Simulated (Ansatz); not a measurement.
Rocksalt SrO was relaxed with 5 functionals in Ansatz, cell and atoms free, the symmetry of the start kept (meshes: PBE 8×8×8, r2SCAN 8×8×8, PBEsol 8×8×8, LDA 8×8×8, HSE06 6×6×6). Spin-unpolarised throughout; all numbers are computed.

The PBEsol result:
```
Sr O
1.0
     0.00000    2.56125    2.56125
     2.56125    0.00000    2.56125
     2.56125    2.56125    0.00000
Sr O
1 1
Direct
  0.00000 0.00000 0.00000
  0.50000 0.50000 0.50000
```

It is cubic, Fm-3m (No. 225); a = 5.123 Å in the conventional setting, 16.80 Å³ an atom. Sr has 6 O at 2.56 Å; O has 6 Sr at 2.56 Å.

(1) How does the cell change with LDA?

(2) How does the cell change with HSE06?

(3) Held at the r2SCAN cell, what mean stress do LDA and PBE find, and does its sign point to their own minimum?

Results:

(1) a = 5.064 Å; the volume differs by -3.4 % from PBEsol's. Sr has 6 O at 2.53 Å; O has 6 Sr at 2.53 Å.

(2) a = 5.154 Å; the volume differs by +1.8 % from PBEsol's. Around Sr lie 6 O at 2.58 Å; around O lie 6 Sr at 2.58 Å.

(3) Yes. LDA -5.15 GPa, and its relaxed volume is -5.4 % from r2SCAN's; PBE +1.81 GPa, and its relaxed volume is +2.0 % from r2SCAN's. Compression counts positive, so a positive stress asks for a larger cell.
